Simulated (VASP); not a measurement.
# RbBr: GW band gap, scheme by scheme

RbBr, Pm-3m (no. 221), 2 atoms in the cell. PBE, GW; PAW potentials Rb_sv_GW, Br_GW (PBE set).

| GW scheme | Iterations | Frequency points | Quasiparticle gap on the mesh (eV) | Gap of the starting point on the mesh (eV) | Quasiparticle gap at the zone centre (eV) | Starting gap at the zone centre (eV) | Correction of the gap between the band edges on the mesh (eV) | Time (s) |
|---|---|---|---|---|---|---|---|---|
| evGW0 low-scaling | 4 | 12 | 6.79 | 4.07 | 6.96 | 4.23 | 2.72 | 810 |
| evGW0 | 4 | 48 | 6.85 | 4.07 | 7.02 | 4.23 | 2.78 | 167 |
| QSGW0 | 4 | 48 | 6.90 | 4.07 | 7.07 | 4.23 | 2.83 | 311 |
| COHSEX | 6 | 1 | 8.51 | 4.07 | 8.68 | 4.23 | 4.44 | 280 |

Limits: the mesh is coarse: the screening isn't converged, and the gap may still move by about 0.1 eV.

## Input of the first row

INCAR.step1:
```
PREC = Accurate
ENCUT = 300
ISMEAR = 0
SIGMA = 0.05
LASPH = T
LREAL = F
GGA = PE
ALGO = Normal
EDIFF = 1E-8
NELM = 150
LWAVE = T
LCHARG = F
KPAR = 4
```

INCAR.step2, as INCAR.step1 but for:
```
- ALGO = Normal
- NELM = 150
+ ALGO = Exact
+ NELM = 1
+ ISTART = 1
+ NBANDS = 244
+ LOPTICS = T
```

INCAR.step3:
```
PREC = Accurate
ENCUT = 300
ISMEAR = 0
SIGMA = 0.05
LASPH = T
LREAL = F
GGA = PE
ALGO = EVGW0R
NBANDS = 244
NBANDSGW = 18
ENCUTGW = 130
NOMEGA = 12
PRECFOCK = Fast
ISTART = 1
LWAVE = F
LCHARG = F
NELMGW = 4
MAXMEM = 1800
LFOCKSTD = T
```

KPOINTS:
```
k-points
0
Gamma
  4 4 4
```

POSCAR:
```
RbBr
1.0
    4.1260773000      0.0000000000      0.0000000000
    0.0000000000      4.1260773000      0.0000000000
    0.0000000000      0.0000000000      4.1260773000
Rb Br
1 1
Direct
    0.0000000000      0.0000000000      0.0000000000
    0.5000000000      0.5000000000      0.5000000000
```

Commands (each step's output is kept before the next begins):
```
cat potpaw_PBE.64/Rb_sv_GW/POTCAR potpaw_PBE.64/Br_GW/POTCAR > POTCAR
cp INCAR.step1 INCAR
mpirun -np 4 vasp_std > vasp.out
cp INCAR.step2 INCAR
mpirun -np 4 vasp_std > vasp.out
cp INCAR.step3 INCAR
mpirun -np 4 vasp_std > vasp.out
```

Changes of the last row against the first:
```
(step 3)
- ALGO = EVGW0R
- NOMEGA = 12
- NELMGW = 4
- MAXMEM = 1800
- LFOCKSTD = True
+ ALGO = QPGW
+ NOMEGA = 1
+ NELMGW = 6
+ LOPTICS = True
+ LPEAD = True
+ KPAR = 4
```

VASP 6.6.1 took 810 s on 4 cores (Intel Xeon 6975P-C (Granite Rapids)), a shared host.
